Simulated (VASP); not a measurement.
# Te2Pt (Moncheite) (P-3m1) in VASP: a series of runs

One crystal, Te2Pt (Moncheite), is run at these levels: PBEsol, PBE+D3(BJ); tasks: relaxation of cell and atoms.

Program: VASP 6.6.1. These are calculated values, not measurements. Logs are shortened: lines on timing, memory, paths and dates and some standing lists are left out, and cuts for length are marked.

### 1 Starting point

Symmetry: P-3m1, No. 164, trigonal system. The conventional cell has a = 4.044 Å, b = 4.044 Å, c = 5.123 Å, α = 90.00°, β = 90.00°, γ = 120.00°. Te (site symmetry 3m) has 3 Pt at 2.70 Å as nearest neighbours. Pt (site symmetry -3m) is surrounded by 6 Te at 2.70 Å.

### 2 Relaxation of cell and atoms, PBEsol

File INCAR:

```
SYSTEM = Te2Pt
ALGO = Normal
EDIFF = 1E-7
EDIFFG = -0.005
ENCUT = 600
GGA = PS
IBRION = 2
ISIF = 3
ISMEAR = 1
LASPH = .TRUE.
LCHARG = .FALSE.
LREAL = .FALSE.
LWAVE = .FALSE.
NELM = 80
NSW = 90
PREC = Accurate
SIGMA = 0.1
```

File KPOINTS:

```
k-points
0
G
  12 12 7
  0 0 0
```

File POSCAR:

```
Te2Pt                                   
1.0
    4.0441350896     -0.0000000000      0.0000000000
   -2.0220675448      3.5023237240      0.0000000000
    0.0000000000     -0.0000000000      5.1228837253
  Te              Pt            
     2     1
Direct
     0.3333333332999970    0.6666666667000030    0.2630996999543250
     0.6666666667000030    0.3333333332999970    0.7369003000456751
     0.0000000000000000    0.0000000000000000    0.0000000000000000
```

Potentials or basis: VASP PAW PBE potentials, release 64 (Te, Pt).

Command:

```console
$ cat potpaw_PBE.64/Te/POTCAR potpaw_PBE.64/Pt/POTCAR > POTCAR
$ mpirun -np 1 vasp_std > vasp.out
```

OUTCAR:

```text
SYSTEM = Te2Pt
   EDIFF = 1E-7
   EDIFFG = -0.005
   ENCUT = 600
   GGA = PS
   IBRION = 2
   ISIF = 3
   ISMEAR = 1
   LASPH = .TRUE.
   LREAL = .FALSE.
   NELM = 80
   NSW = 90
   PREC = Accurate

 ion  position               nearest neighbor table
   1  0.333  0.667  0.263-   3 2.70   3 2.70   3 2.70   2 3.37   2 3.37   2 3.37   2 3.57   2 3.57
                             2 3.57
   2  0.667  0.333  0.737-   3 2.70   3 2.70   3 2.70   1 3.37   1 3.37   1 3.37   1 3.57   1 3.57
                             1 3.57
   3  0.000  0.000  0.000-   1 2.70   2 2.70   2 2.70   1 2.70   2 2.70   1 2.70

  LATTYP: Found a hexagonal cell.
 ALAT       =     4.0441350896
 C/A-ratio  =     1.2667439667

  Lattice vectors:

 A1 = (   4.0441350896,   0.0000000000,   0.0000000000)
 A2 = (  -2.0220675448,   3.5023237240,   0.0000000000)
 A3 = (   0.0000000000,   0.0000000000,   5.1228837253)

Analysis of symmetry for initial positions (statically):
=====================================================================
 Subroutine PRICEL returns:
 Original cell was already a primitive cell.

 Routine SETGRP: Setting up the symmetry group for a
 hexagonal supercell.

 Subroutine GETGRP returns: Found 12 space group operations
 (whereof 12 operations were pure point group operations)
 out of a pool of 24 trial point group operations.

The static configuration has the point symmetry D_3d.

Analysis of symmetry for dynamics (positions and initial velocities):
=====================================================================
 Subroutine PRICEL returns:
 Original cell was already a primitive cell.

 Routine SETGRP: Setting up the symmetry group for a
 hexagonal supercell.

 Subroutine GETGRP returns: Found 12 space group operations
 (whereof 12 operations were pure point group operations)
 out of a pool of 24 trial point group operations.

The dynamic configuration has the point symmetry D_3d.

 Subroutine INISYM returns: Found 12 space group operations
 (whereof 12 operations are pure point group operations),
 and found     1 'primitive' translations

----------------------------------------------------------------------------------------

                                     Primitive cell

  volume of cell :      72.5599

  direct lattice vectors                    reciprocal lattice vectors
     4.044135090  0.000000000  0.000000000     0.247271661  0.142762360  0.000000000
    -2.022067545  3.502323724  0.000000000     0.000000000  0.285524720  0.000000000
     0.000000000  0.000000000  5.122883725     0.000000000  0.000000000  0.195202557

  length of vectors
     4.044135090  4.044135090  5.122883725     0.285524720  0.285524720  0.195202557

  position of ions in fractional coordinates (direct lattice)
     0.333333333  0.666666667  0.263099700
     0.666666667  0.333333333  0.736900300
     0.000000000  0.000000000  0.000000000

  ion indices of the primitive-cell ions
   primitive index   ion index
                 1           1
                 2           2
                 3           3

----------------------------------------------------------------------------------------

 KPOINTS: k-points

Automatic generation of k-mesh.
 Grid dimensions read from file:
 generate k-points for:   12   12    7

 Generating k-lattice:

  Cartesian coordinates                     Fractional coordinates (reciprocal lattice)
     0.020605972  0.011896863  0.000000000     0.083333333  0.000000000  0.000000000
     0.000000000  0.023793727  0.000000000     0.000000000  0.083333333  0.000000000
     0.000000000  0.000000000  0.027886080     0.000000000  0.000000000  0.142857143

  Length of vectors
     0.023793727  0.023793727  0.027886080

  Shift w.r.t. Gamma in fractional coordinates (k-lattice)
     0.000000000  0.000000000  0.000000000

 Subroutine IBZKPT returns following result:
 ===========================================

 Found    112 irreducible k-points:

 Following reciprocal coordinates:
            Coordinates               Weight
  0.000000  0.000000  0.000000      1.000000
  0.083333  0.000000  0.000000      6.000000
  0.166667  0.000000  0.000000      6.000000
  0.250000  0.000000  0.000000      6.000000
  0.333333  0.000000  0.000000      6.000000
  0.416667 -0.000000  0.000000      6.000000
[... 16 lines left out ...]
  0.166667  0.000000  0.142857      6.000000
  0.000000  0.166667  0.142857      6.000000
 [... further k-points ...]
   k-points           NKPTS =    112   k-points in BZ     NKDIM =    112   number of bands    NBANDS=     15
   number of dos      NEDOS =    301   number of ions     NIONS =      3
   total plane-waves  NPLWV =  43008
   dimension x,y,z NGX =    32 NGY =   32 NGZ =   42
   dimension x,y,z NGXF=    64 NGYF=   64 NGZF=   84
   ions per type =               2   1
   NGX,Y,Z   is equivalent  to a cutoff of  13.15, 13.15, 13.63 a.u.
   NGXF,Y,Z  is equivalent  to a cutoff of  26.31, 26.31, 27.26 a.u.
 SYSTEM =  Te2Pt
[... 64 lines left out ...]
  Direction    XX          YY          ZZ          XY          YZ          ZX
  --------------------------------------------------------------------------------------
  -------------------------------------------------------------------------------------
  Total       -0.0233262     -0.0233262     -0.0147241     -0.0000000      0.0000000      0.0000000
  in kB       -0.5150610     -0.5150610     -0.3251200     -0.0000000      0.0000000      0.0000000
  external PRESSURE =      -0.4517473 kB  Pullay stress =       0.0000000 kB

 VOLUME and BASIS-vectors are now :
 -----------------------------------------------------------------------------
  energy-cutoff  :      600.00
  volume of cell :       72.56
      direct lattice vectors                 reciprocal lattice vectors
     4.044135090  0.000000000  0.000000000     0.247271661  0.142762360  0.000000000
    -2.022067545  3.502323724  0.000000000     0.000000000  0.285524720  0.000000000
     0.000000000  0.000000000  5.122883725     0.000000000  0.000000000  0.195202557
[... 38 lines left out ...]
 POSITION                                       TOTAL-FORCE (eV/Angst)
 -----------------------------------------------------------------------------------
     -0.00000      2.33401      1.34707        -0.000000      0.000000      0.004822
      2.02131      1.16700      3.77460         0.000000      0.000000     -0.004822
      0.00000      0.00000      0.00000        -0.000000      0.000000      0.000000
 -----------------------------------------------------------------------------------
    total drift:                                0.000000     -0.000000      0.000000

  FREE ENERGIE OF THE ION-ELECTRON SYSTEM (eV)
  ---------------------------------------------------
  free  energy   TOTEN  =       -15.2650809741 eV

  energy  without entropy=      -15.2658088867  energy(sigma->0) =      -15.26532361

--------------------------------------- Ionic step        3  -------------------------------------------

 number of electron      21.9999999 magnetization

 Free energy of the ion-electron system (eV)
  ---------------------------------------------------
  ext. energy  EPLUGINS =         0.00000000
  ---------------------------------------------------
  free energy    TOTEN  =       -15.26509199 eV

  energy without entropy =      -15.26581656  energy(sigma->0) =      -15.26533351

 E-fermi :   8.6978     XC(G=0): -10.7456

 val. band max:        8.6732699041   @ k =   0.1667   0.1667   0.0000
 cond. band min:       8.7043258522   @ k =   0.0833   0.0833   0.4286
 fundamental gap:      0.0310559481
 Fermi energy:         8.6978165801

 k-point     1 :       0.0000    0.0000    0.0000
  band No.  band energies     occupation
      1      -5.4387      2.00000
      2      -1.8552      2.00000
      3       1.9040      2.00000
      4       2.9499      2.00000
      5       2.9499      2.00000
      6       4.9419      2.00000
      7       4.9419      2.00000
      8       6.0365      2.00000
      9       8.2000      2.00000
     10       8.2000      2.00000
     11       9.5755     -0.00000
     12       9.5755     -0.00000
     13      10.3126     -0.00000
     14      11.1995      0.00000
     15      12.8542      0.00000
[... 397 lines left out ...]
 k-point    24 :       0.0000    0.1667    0.1429
  band No.  band energies     occupation
      1      -5.0471      2.00000
      2      -2.2868      2.00000
      3       2.2884      2.00000
      4       3.0692      2.00000
      5       3.4836      2.00000
      6       4.4569      2.00000
      7       4.8431      2.00000
      8       5.5936      2.00000
      9       6.8351      2.00000
     10       7.7856      2.00000
     11       9.1597     -0.00000
     12       9.5318     -0.00000
     13       9.9100     -0.00000
     14      12.3754      0.00000
     15      13.1175      0.00000

 [... further k-points ...]

------------------------ aborting loop because EDIFF is reached ----------------------------------------

  FORCE on cell =-STRESS in cart. coord.  units (eV):
  Direction    XX          YY          ZZ          XY          YZ          ZX
  --------------------------------------------------------------------------------------
  -------------------------------------------------------------------------------------
  Total        0.0077374      0.0077374      0.0092258      0.0000000      0.0000000     -0.0000000
  in kB        0.1709256      0.1709256      0.2038058      0.0000000      0.0000000     -0.0000000
  external PRESSURE =       0.1818857 kB  Pullay stress =       0.0000000 kB

 VOLUME and BASIS-vectors are now :
 -----------------------------------------------------------------------------
  energy-cutoff  :      600.00
  volume of cell :       72.53
      direct lattice vectors                 reciprocal lattice vectors
     4.043437152  0.000000000  0.000000000     0.247314342  0.142787002  0.000000000
    -2.021718576  3.501719292  0.000000000     0.000000000  0.285574004  0.000000000
     0.000000000  0.000000000  5.122325653     0.000000000  0.000000000  0.195223824

 POSITION                                       TOTAL-FORCE (eV/Angst)
 -----------------------------------------------------------------------------------
     -0.00000      2.33448      1.34748         0.000000     -0.000000     -0.002610
      2.02172      1.16724      3.77484         0.000000      0.000000      0.002610
      0.00000      0.00000      0.00000        -0.000000      0.000000      0.000000
 -----------------------------------------------------------------------------------
    total drift:                                0.000000     -0.000000      0.000000

  FREE ENERGIE OF THE ION-ELECTRON SYSTEM (eV)
  ---------------------------------------------------
  free  energy   TOTEN  =       -15.2650919872 eV

  energy  without entropy=      -15.2658165641  energy(sigma->0) =      -15.26533351

 reached required accuracy - stopping structural energy minimisation
```

Wall time 3.5 min (1 thread of Intel Xeon Platinum 8488C (Sapphire Rapids), shared host); peak memory 0.33 GiB.

What came out:

```
Free energy                            : -15.2651 eV
Relaxed volume                         : 24.18 Å³/atom
Relaxed cell                           : a = 4.043 Å, b = 4.043 Å, c = 5.122 Å, α = 90.00°, β = 90.00°, γ = 120.00°
Space group after relaxing (to 0.05 Å) : P-3m1 (No. 164)
Energy gained by relaxing              : 0.0 meV/atom
Ionic steps                            : 3
Pressure after relaxing                : 0.0 GPa
Band gap on the k mesh                 : none (metal or under the smearing width)
```

Forces in eV/Å, atoms in the order of the input:
```
Te   0.000  0.000 -0.003
Te   0.000  0.000  0.003
Pt   0.000  0.000  0.000
```

Final structure:
```
CELL_PARAMETERS angstrom
4.04344 0.00000 0.00000
-2.02172 3.50172 0.00000
0.00000 0.00000 5.12233
ATOMIC_POSITIONS crystal
Te 0.33333 0.66667 0.26306
Te 0.66667 0.33333 0.73694
Pt 0.00000 0.00000 0.00000
```

Levels at points of the mesh, in eV from the Fermi level:
| k point | band 7 | band 8 | band 9 | band 10 | band 11 | band 12 | band 13 | band 14 | band 15 |
| --- | --- | --- | --- | --- | --- | --- | --- | --- | --- |
| (0.00, 0.00, 0.00) | -3.76 | -2.66 | -0.50 | -0.50 | 0.88 | 0.88 | 1.61 | 2.50 | 4.16 |
| (0.50, 0.00, 0.00) | -3.55 | -3.46 | -3.41 | -3.35 | -2.88 | 0.10 | 2.65 | 3.86 | 5.36 |

Caveat: the PAW data sets were made with another functional, which shifts forces and pressure a little. The run has no spin-orbit coupling, so splittings on Pt, Te are missing.

### 3 Relaxation of cell and atoms, PBE+D3(BJ)

File INCAR:

```
  PREC = Accurate
  ENCUT = 600
  EDIFF = 1E-6
  ISMEAR = 1
  SIGMA = 0.1
  LREAL = F
  LASPH = T
  NELM = 80
  ALGO = Normal
  ISIF = 3
  LWAVE = F
  LCHARG = F
  GGA = PE
  IVDW = 12
  IBRION = 2
  NSW = 90
  EDIFFG = -0.01
```

File KPOINTS:

```
Automatic mesh
0
Gamma
  12 12 7
```

File POSCAR:

```
Te2Pt
1.0
    4.0100000000      0.0000000000      0.0000000000
   -2.0050000000      3.4727618692      0.0000000000
    0.0000000000      0.0000000000      5.2010000000
Te Pt
2 1
Direct
    0.3333333333      0.6666666667      0.2500000000
    0.6666666667      0.3333333333      0.7500000000
    0.0000000000      0.0000000000      0.0000000000
```

Potentials or basis: VASP PAW PBE potentials, release 64 (Te, Pt).

Command:

```console
$ cat potpaw_PBE.64/Te/POTCAR potpaw_PBE.64/Pt/POTCAR > POTCAR
$ mpirun -np 1 vasp_std > vasp.out
```

It took 7.8 min on 1 thread of AMD EPYC 9R45 (Zen 5), shared host; peak memory 0.31 GiB.

The run converged. Its results:

* Free energy: -15.2189 eV
* Relaxed volume: 24.04 Å³/atom
* Relaxed cell: a = 4.052 Å, b = 4.052 Å, c = 5.073 Å, α = 90.00°, β = 90.00°, γ = 120.00°
* Space group after relaxing (to 0.05 Å): P-3m1 (No. 164)
* Energy gained by relaxing: 33.0 meV/atom
* Ionic steps: 17
* Pressure after relaxing: 0.0 GPa
* Largest force after relaxing: 0.005 eV/Å
* Band gap on the k mesh: none (metal or under the smearing width)
* Dispersion energy per atom: -0.568 eV

Forces in eV/Å, atoms in the order of the input:
```
Te   0.000  0.000 -0.005
Te   0.000  0.000  0.005
Pt   0.000  0.000  0.000
```

Stress tensor (GPa, compression positive):
```
-0.01  0.00  0.00
 0.00 -0.01  0.00
 0.00  0.00  0.06
```

Step by step:
| step | energy change (eV) | largest force (eV/Å) | pressure (GPa) | volume (Å³) |
| --- | --- | --- | --- | --- |
| 1 | 0.0000 | 1.0590 | 4.61 | 72.43 |
| 2 | 0.0679 | 0.4419 | -7.10 | 79.95 |
| 3 | -0.0612 | 0.3603 | -0.93 | 75.32 |
| 4 | -0.0612 | 0.3729 | -0.82 | 75.26 |
| 5 | -0.0768 | 0.2706 | -0.58 | 74.46 |
| 6 | -0.0934 | 0.0018 | 0.34 | 72.36 |
| 7 | -0.0961 | 0.1564 | -0.75 | 72.56 |
| 8 | -0.0965 | 0.1151 | -0.48 | 72.51 |
| 9 | -0.0982 | 0.0146 | 0.48 | 71.65 |
| 10 | -0.0986 | 0.0442 | 0.24 | 71.91 |
| 11 | -0.0986 | 0.0467 | 0.18 | 71.93 |
| 12 | -0.0989 | 0.0410 | -0.13 | 72.16 |
| 13 | -0.0990 | 0.0422 | -0.10 | 72.13 |
| 14 | -0.0990 | 0.0093 | 0.12 | 72.05 |
| 15 | -0.0991 | 0.0066 | 0.05 | 72.08 |
| 16 | -0.0991 | 0.0082 | 0.04 | 72.08 |
| 17 | -0.0991 | 0.0053 | 0.01 | 72.13 |

Final structure:
```cif
data_structure
_symmetry_space_group_name_H-M 'P 1'
_symmetry_Int_Tables_number 1
_cell_length_a 4.0519
_cell_length_b 4.0519
_cell_length_c 5.0732
_cell_angle_alpha 90.000
_cell_angle_beta 90.000
_cell_angle_gamma 120.000
_cell_volume 72.13
loop_
_atom_site_label
_atom_site_type_symbol
_atom_site_fract_x
_atom_site_fract_y
_atom_site_fract_z
_atom_site_occupancy
Te1 Te 0.33333 0.66667 0.26786 1
Te2 Te 0.66667 0.33333 0.73214 1
Pt1 Pt 0.00000 0.00000 0.00000 1
```

Levels at points of the mesh, in eV from the Fermi level:
```csv
k point,band 9,band 10,band 11,band 12,band 13,band 14
"(0.00, 0.00, 0.00)",-0.49,-0.49,0.75,0.75,1.61,2.59
"(0.50, 0.00, 0.00)",-3.35,-3.22,-2.87,0.08,2.68,3.98
```

Caveat: pairwise dispersion overbinds metals, which lowers pressure and volume.

### 4 Relaxation of cell and atoms, PBE+D3(BJ)

This run uses another cell than the first one, of 24.04 Å³/atom, 0.994 times its volume.

Changes to INCAR since step 3:

```diff
@@ -2,3 +2,3 @@
   ENCUT = 600
-  EDIFF = 1E-6
+  EDIFF = 1E-7
   ISMEAR = 1
@@ -16,2 +16,2 @@
   NSW = 90
-  EDIFFG = -0.01
+  EDIFFG = -0.005
```

KPOINTS is that of step 3.

File POSCAR:

```
Te2Pt                                   
1.0
    4.0518917823      0.0000000000     -0.0000000000
   -2.0259458911      3.5090412169     -0.0000000000
    0.0000000000     -0.0000000000      5.0731661110
  Te              Pt            
     2     1
Direct
     0.3333333332999970    0.6666666667000030    0.2678628090931506
     0.6666666667000030    0.3333333332999970    0.7321371909068493
     0.0000000000000000    1.0000000000000000    0.0000000000000000
```

Command:

```console
$ cat potpaw_PBE.64/Te/POTCAR potpaw_PBE.64/Pt/POTCAR > POTCAR
$ mpirun -np 1 vasp_std > vasp.out
```

Run time: 99 s. Hardware: 1 thread of AMD EPYC 9R45 (Zen 5), shared host; peak memory 0.3 GiB.

It converged, with:

```
Free energy                            : -15.2189 eV
Relaxed volume                         : 24.05 Å³/atom
Relaxed cell                           : a = 4.051 Å, b = 4.051 Å, c = 5.078 Å, α = 90.00°, β = 90.00°, γ = 120.00°
Space group after relaxing (to 0.05 Å) : P-3m1 (No. 164)
Energy gained by relaxing              : 0.0 meV/atom
Ionic steps                            : 3
Pressure after relaxing                : 0.0 GPa
Band gap on the k mesh                 : none (metal or under the smearing width)
Dispersion energy per atom             : -0.568 eV
```

Final structure:
```cif
data_structure
_symmetry_space_group_name_H-M 'P 1'
_symmetry_Int_Tables_number 1
_cell_length_a 4.0506
_cell_length_b 4.0506
_cell_length_c 5.0784
_cell_angle_alpha 90.000
_cell_angle_beta 90.000
_cell_angle_gamma 120.000
_cell_volume 72.16
loop_
_atom_site_label
_atom_site_type_symbol
_atom_site_fract_x
_atom_site_fract_y
_atom_site_fract_z
_atom_site_occupancy
Te1 Te 0.33333 0.66667 0.26773 1
Te2 Te 0.66667 0.33333 0.73227 1
Pt1 Pt 0.00000 0.00000 0.00000 1
```

Levels at points of the mesh, in eV from the Fermi level:
| k point | band 8 | band 9 | band 10 | band 11 | band 12 | band 13 | band 14 | band 15 |
| --- | --- | --- | --- | --- | --- | --- | --- | --- |
| (0.00, 0.00, 0.00) | -2.66 | -0.49 | -0.49 | 0.75 | 0.75 | 1.61 | 2.59 | 4.20 |
| (0.50, 0.00, 0.00) | -3.40 | -3.35 | -3.23 | -2.88 | 0.08 | 2.68 | 3.98 | 5.46 |

Caveat: pairwise dispersion overbinds metals, which lowers pressure and volume.
